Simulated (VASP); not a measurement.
# CaSe (F-43m) in VASP: further runs, part 2 of 2

VASP 6.6.1. The steps go on from the part before.

## (3) G0W0 quasiparticle levels, PBEsol

POSCAR reads:

```
CaSe
1.0
    0.0000000000      3.3000000000      3.3000000000
    3.3000000000      0.0000000000      3.3000000000
    3.3000000000      3.3000000000      0.0000000000
Se Ca
1 1
Direct
    0.2500000000      0.2500000000      0.2500000000
    0.0000000000      0.0000000000      0.0000000000
```

INCAR.step1 reads:

```
SYSTEM = CaSe
ALGO     = Normal         ! electronic algorithm
EDIFF    = 1E-8           ! SCF threshold, eV
ENCUT    = 500            ! plane-wave cutoff, eV
GGA      = PS             ! functional
ISMEAR   = 0              ! smearing method
LASPH    = .TRUE.         ! aspherical terms in the spheres
LCHARG   = .FALSE.        ! write CHGCAR
LREAL    = .FALSE.        ! projectors in reciprocal space
LWAVE    = .TRUE.         ! write WAVECAR
NELM     = 80             ! most SCF steps
PREC     = Accurate       ! precision mode
SIGMA    = 0.01           ! smearing width, eV
```

INCAR.step2 reads:

```
SYSTEM = CaSe
ALGO     = Exact          ! electronic algorithm
EDIFF    = 1E-8           ! SCF threshold, eV
ENCUT    = 500            ! plane-wave cutoff, eV
GGA      = PS             ! functional
ISMEAR   = 0              ! smearing method
ISTART   = 1            
LASPH    = .TRUE.         ! aspherical terms in the spheres
LCHARG   = .FALSE.        ! write CHGCAR
LOPTICS  = .TRUE.         ! frequency-dependent dielectric function
LREAL    = .FALSE.        ! projectors in reciprocal space
LWAVE    = .TRUE.         ! write WAVECAR
NBANDS   = 278            ! bands
NELM     = 1              ! most SCF steps
PREC     = Accurate       ! precision mode
SIGMA    = 0.01           ! smearing width, eV
```

INCAR.step3 reads:

```
SYSTEM = CaSe
ALGO     = EVGW0          ! electronic algorithm
EDIFF    = 1E-8           ! SCF threshold, eV
ENCUT    = 500            ! plane-wave cutoff, eV
ENCUTGW  = 200            ! cutoff of the response function
GGA      = PS             ! functional
ISMEAR   = 0              ! smearing method
ISTART   = 1            
LASPH    = .TRUE.         ! aspherical terms in the spheres
LCHARG   = .FALSE.        ! write CHGCAR
LREAL    = .FALSE.        ! projectors in reciprocal space
LWAVE    = .FALSE.        ! write WAVECAR
NBANDS   = 278            ! bands
NBANDSGW = 16           
NELMGW   = 1            
NOMEGA   = 64             ! frequency points
PREC     = Accurate       ! precision mode
PRECFOCK = Fast         
SIGMA    = 0.01           ! smearing width, eV
```

KPOINTS reads:

```
k-points
0
G
  3 3 3
  0 0 0
```

Potentials or basis: VASP PAW PBE potentials, release 64 (Se_GW, Ca_sv_GW).

Run with:

```
$ cat potpaw_PBE.64/Se_GW/POTCAR potpaw_PBE.64/Ca_sv_GW/POTCAR > POTCAR
$ cp INCAR.step1 INCAR
$ mpirun -np 1 vasp_std > vasp.out
$ cp INCAR.step2 INCAR
$ mpirun -np 1 vasp_std > vasp.out
$ cp INCAR.step3 INCAR
$ mpirun -np 1 vasp_std > vasp.out
```

OUTCAR:

```text
SYSTEM = CaSe
   EDIFF = 1E-8
   ENCUT = 500
   ENCUTGW = 200
   GGA = PS
   ISMEAR = 0
   ISTART = 1
   LASPH = .TRUE.
   LREAL = .FALSE.
   NELMGW = 1
   PREC = Accurate
   PRECFOCK = Fast

 ion  position               nearest neighbor table
   1  0.250  0.250  0.250-   2 2.86   2 2.86   2 2.86   2 2.86
   2  0.000  0.000  0.000-   1 2.86   1 2.86   1 2.86   1 2.86

  LATTYP: Found a face centered cubic cell.
 ALAT       =     6.6000000000

  Lattice vectors:

 A1 = (   0.0000000000,   3.3000000000,   3.3000000000)
[... 150 lines left out ...]
   ENCUTLF             =  -1.0    cutoff for local field effects
   NELMGW              =     1    number of iterations in solving QP/BSE equation
   NELMHF              =     1    number of iterations in the inner HF iteration
   NKREDLFX            =     1    NKREDLFY  =   1   NKREDLFZ  =   1
 non-spin polarized calculation
 Gauss-broadening in eV      SIGMA  =   0.01
  energy-cutoff  :      500.00
  volume of cell :       71.87
 maximum number of plane-waves:      1853
 NGX is ok and might be reduce to    36
  NGX = 20; NGY = 20; NGZ = 20
   NGX = 17   NGY = 17   NGZ = 17
 maximum number of plane-waves:       468

 QP shifts <psi_nk| G(iteration)W_0 |psi_nk>: iteration 1
 for sc-GW calculations column KS-energies equals QP-energies in previous step
 and V_xc(KS)=  KS-energies - (<T + V_ion + V_H > + <T+V_H+V_ion>^1  + <V_x>^1)

 k-point   1 :       0.0000    0.0000    0.0000
  band No.  KS-energies  QP-energies   sigma(KS)   V_xc(KS)     V^pw_x(r,r')   Z            occupation Imag(sigma)

      1     -38.5376     -39.8189     -22.7991     -20.5346     -34.4126       0.5658       2.0000       0.9410
      2     -19.6254     -21.6367     -22.7147     -19.8016     -27.7997       0.6905       2.0000       0.3373
      3     -19.6254     -21.6367     -22.7147     -19.8016     -27.7997       0.6905       2.0000       0.3373
      4     -19.6254     -21.6367     -22.7147     -19.8016     -27.7997       0.6905       2.0000       0.3373
      5      -9.9063     -10.8551     -14.1241     -12.6686     -19.7812       0.6518       2.0000       1.2056
      6       0.3222      -0.7520     -13.0904     -11.6413     -14.4925       0.7413       2.0000       0.1416
[... 55 lines left out ...]
      2     -19.6633     -21.6136     -22.6167     -19.7166     -27.7612       0.6725       2.0000       0.4033
      3     -19.6440     -21.6281     -22.6890     -19.7605     -27.7831       0.6775       2.0000       0.3466
      4     -19.6338     -21.6345     -22.7071     -19.7839     -27.7974       0.6844       2.0000       0.3418
      5      -9.5991     -10.5482     -14.5112     -13.0887     -20.0050       0.6672       2.0000       1.1070
      6      -0.3798      -1.5968     -12.2686     -10.6349     -13.8556       0.7450       2.0000       0.1684
[... 8 lines left out ...]
     15       8.8160       9.7817      -9.2508     -10.5422      -4.8230       0.7478       0.0000      -0.3161
     16      10.1046      11.2704     -10.0907     -11.6810      -5.2166       0.7331       0.0000      -0.4580
```

OUTCAR.step1:

```text
SYSTEM = CaSe
   EDIFF = 1E-8
   ENCUT = 500
   GGA = PS
   ISMEAR = 0
   LASPH = .TRUE.
   LREAL = .FALSE.
[... 259 lines left out ...]
      1.65000      1.65000      1.65000         0.000000      0.000000      0.000000
      0.00000      0.00000      0.00000        -0.000000     -0.000000     -0.000000
 -----------------------------------------------------------------------------------
    total drift:                                0.000000      0.000000      0.000000

  FREE ENERGIE OF THE ION-ELECTRON SYSTEM (eV)
  ---------------------------------------------------
  free  energy   TOTEN  =       -14.3189865041 eV

  energy  without entropy=      -14.3189865041  energy(sigma->0) =      -14.31898650
```

OUTCAR.step2:

```text
SYSTEM = CaSe
   EDIFF = 1E-8
   ENCUT = 500
   GGA = PS
[... 627 lines left out ...]
  --------------------------------------------------------------------------------------------------------------
     0.00000     4.72337     4.72337     4.72337     0.00000    -0.00000     0.00000
     2.08033     5.54011     5.54011     5.54011     0.00000    -0.00000     0.00000
     4.16065     6.19638     6.19638     6.19638     0.00000    -0.00000     0.00000
     6.24098    -0.37573    -0.37573    -0.37573     0.00000     0.00000     0.00000
     8.32130     0.10670     0.10670     0.10670    -0.00000    -0.00000    -0.00000
    10.40163    -1.00909    -1.00909    -1.00909     0.00000     0.00000     0.00000
[... 92 lines left out ...]
   203.87193     0.99263     0.99263     0.99263     0.00000     0.00000    -0.00000
   205.95225     0.99279     0.99279     0.99279     0.00000     0.00000    -0.00000
```

Run time: 2.9 min. Hardware: 1 thread of AMD EPYC 9R45 (Zen 5), shared host; peak memory 0.79 GiB.

What came out:

```yaml
Band_gap_on_the_k_mesh_mean-field_level: 3.01 eV, indirect (least direct gap 3.09 eV)
Quasiparticle_gap: 4.52 eV
Least_direct_quasiparticle_gap: 4.54 eV
```

Caveat: the k mesh is coarse (spacing up to 0.55 Å⁻¹), so the values aren't converged; bands, screening cutoff and mesh are small and nothing is extrapolated, so the quasiparticle values aren't converged; the PAW data sets were made with another functional, which shifts forces and pressure a little; an odd mesh through Γ misses points on the zone boundary, where band edges often lie.

## (4) Density of states, SCAN (volume scaled by 0.92)

run.py reads:

```python
from ase.calculators.vasp import Vasp
from ase.dft.dos import DOS
from ase.io import read

atoms = read('CaSe.cif')
calc = Vasp(
    directory='calc',
    xc='scan',
    pp='PBE',
    setups='minimal',
    prec='High',
    encut=500,
    ediff=0.0001,
    ismear=-1,
    sigma=0.5,
    lreal=False,
    lasph=True,
    nelm=80,
    algo='Normal',
    isif=2,
    lwave=False,
    lcharg=False,
    lmixtau=True,
    lorbit=11,
    kpts=[7, 7, 7],
    gamma=True,
)
atoms.calc = calc

print('energy (eV):', atoms.get_potential_energy())
print('free energy (eV):', atoms.get_potential_energy(force_consistent=True))
print('forces (eV/A):')
print(atoms.get_forces())
print('stress (eV/A^3, Voigt):', atoms.get_stress())
print('Fermi level (eV):', calc.get_fermi_level())
dos = DOS(calc, width=0.1, window=(-10, 10), npts=201)
print('E - E_F (eV), DOS (1/eV)')
for e, g in zip(dos.get_energies(), dos.get_dos()):
    print(f'{e:8.3f} {g:10.4f}')
```

CaSe.cif reads:

```cif
data_CaSe
_cell_length_a 4.53897942
_cell_length_b 4.53897942
_cell_length_c 4.53897942
_cell_angle_alpha 60.00000000
_cell_angle_beta 60.00000000
_cell_angle_gamma 60.00000000
_space_group_name_H-M_alt 'P1'
_space_group_name_Hall 'P 1'
_space_group_IT_number 1
loop_
_space_group_symop_operation_xyz
'x,y,z'
loop_
_atom_site_label
_atom_site_type_symbol
_atom_site_symmetry_multiplicity
_atom_site_Wyckoff_symbol
_atom_site_fract_x
_atom_site_fract_y
_atom_site_fract_z
_atom_site_occupancy
Se1 Se 1 a 0.2500000000 0.2500000000 0.2500000000 1
Ca1 Ca 1 a 0.0000000000 0.0000000000 0.0000000000 1
```

Potentials or basis: VASP PAW PBE potentials, release 64 (Se, Ca_pv).

Run with:

```
$ python run.py
```

It took 38 s on 1 thread of Intel Xeon 6975P-C (Granite Rapids), shared host; peak memory 0.15 GiB.

The run converged, but some of its settings lie outside the range that counts as converged (typed here: PREC = High; ISMEAR = -1; SIGMA = 0.5; EDIFF = 0.0001), so its numbers aren't taken as properties of the crystal.

What came out:

```yaml
Free_energy: -33.6507 eV
Pressure: 2.9 GPa
Band_gap_on_the_k_mesh: 3.83 eV, indirect (least direct gap 3.95 eV)
Valence_electrons_inside_the_program's_atomic_spheres: Se 4.00; Ca 6.98
```

Caveat: the PAW data sets were made with another functional, which shifts forces and pressure a little; an odd mesh through Γ misses points on the zone boundary, where band edges often lie.

## (5) For comparison

An earlier run on the cell as given: functional PBE; potentials or basis VASP PAW PBE potentials, release 64 (Se, Ca_sv); cutoff 520 eV; k mesh 7 × 7 × 7; occupations fermi-dirac, width 0.05 eV; no spin polarisation.

* Pressure: -0.1 GPa
* Band gap on the k mesh: 3.15 eV, indirect (least direct gap 3.24 eV)
